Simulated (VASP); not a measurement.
# CsSnBr3: optical spectrum with PBE

**What was measured.**

From “Influence of hidden halogen mobility on local structure of CsSn(Cl1−xBrx)3 mixed-halide perovskites by solid-state NMR”, 2020, pmc:8179406, for a powder of CsSnBr3 at 300 K: band gap 1.79 eV (optical).

Crystal: CsSnBr3.

```
Cs Sn Br
1.0
     5.76882    0.00000    0.00000
     0.00000    5.76882    0.00000
     0.00000    0.00000    5.76882
Cs Sn Br
1 1 3
Direct
  0.00000 0.00000 0.00000
  0.50000 0.50000 0.50000
  0.50000 0.00000 0.50000
  0.50000 0.50000 0.00000
  0.00000 0.50000 0.50000
```

The cell is a database's computed one.

```yaml
Program: VASP 6.6.1
Task: optical spectrum
Functional: PBE
Potentials_or_basis: VASP PAW PBE potentials, release 64 (Cs_sv, Sn_d, Br)
Cutoff: 520 eV
k_mesh: 6 × 6 × 6
Occupations: gaussian, width 0.03 eV
Spin: no spin polarisation
Further_INCAR_settings: ALGO = Normal; EDIFF = 1e-07; NBANDS = 54
```

```
Pressure               : 1.5 GPa
Band gap on the k mesh : 0.31 eV, direct
```

Levels at points of the mesh, in eV from the valence-band top:
```
           k point  band 18  band 19  band 20  band 21  band 22  band 23  band 24  band 25  band 26  band 27
(0.00, 0.00, 0.00)    -3.32    -3.32    -3.17    -3.17    -3.17     2.01     2.98     2.98     3.64     3.64
(0.50, 0.00, 0.00)    -3.50    -3.47    -3.30    -3.30    -2.15     1.35     3.48     4.08     4.11     4.30
(0.50, 0.50, 0.00)    -3.60    -3.60    -3.60    -2.80    -1.05     0.87     0.87     3.85     4.17     4.60
(0.50, 0.50, 0.50)    -3.59    -2.79    -2.79    -2.79     0.00     0.31     0.31     0.31     3.49     4.10
```

Dielectric function (mean over the directions given):
| energy (eV) | real part | imaginary part |
| --- | --- | --- |
| 0.27 | 24.79 | 28.11 |
| 1.25 | 2.55 | 5.53 |
| 2.33 | 7.27 | 7.64 |
| 3.31 | 0.42 | 5.03 |
| 4.38 | 2.86 | 3.73 |
| 5.37 | 1.89 | 1.85 |
| 6.44 | 2.09 | 3.27 |
| 7.51 | 1.09 | 3.84 |
| 8.50 | 0.75 | 2.39 |
| 9.57 | 1.16 | 2.90 |
| 10.55 | -0.17 | 2.08 |
| 11.63 | 0.52 | 2.08 |
| 12.61 | 0.78 | 1.61 |
| 13.68 | 0.02 | 2.97 |
| 14.76 | -1.17 | 1.55 |
| 15.74 | -0.44 | 0.86 |
| 16.81 | -0.22 | 0.67 |
| 17.80 | -0.26 | 0.40 |
| 18.87 | 0.01 | 0.19 |
| 19.94 | 0.19 | 0.19 |

Run time: 86 s on 2 MPI ranks on Intel(R) Xeon(R) 6975P-C (Granite Rapids) (shared host), peak memory 0.58 GiB a rank.

A measured gap of CsSnBr3 is 1.79 eV (optical; 300 K; powder; “Influence of hidden halogen mobility on local structure of CsSn(Cl1−xBrx)3 mixed-halide perovskites by solid-state NMR”, 2020, pmc:8179406); the calculated 0.31 eV misses it by -1.48 eV. So large a miss can be the level of theory's own, or it may mean another phase, state or a wrong row. Spin-orbit coupling on Br, Cs, Sn is left out. The value is that of PBE on a finite k mesh, which can miss the band edges, without temperature or zero-point motion. Semilocal functionals fall short of measured gaps as a rule. The cell is a database's relaxed one, not the measured one, which moves gaps too.

Caveat: independent-particle spectra lack excitons; spin-orbit coupling is left out, which moves the levels of the heavy elements.
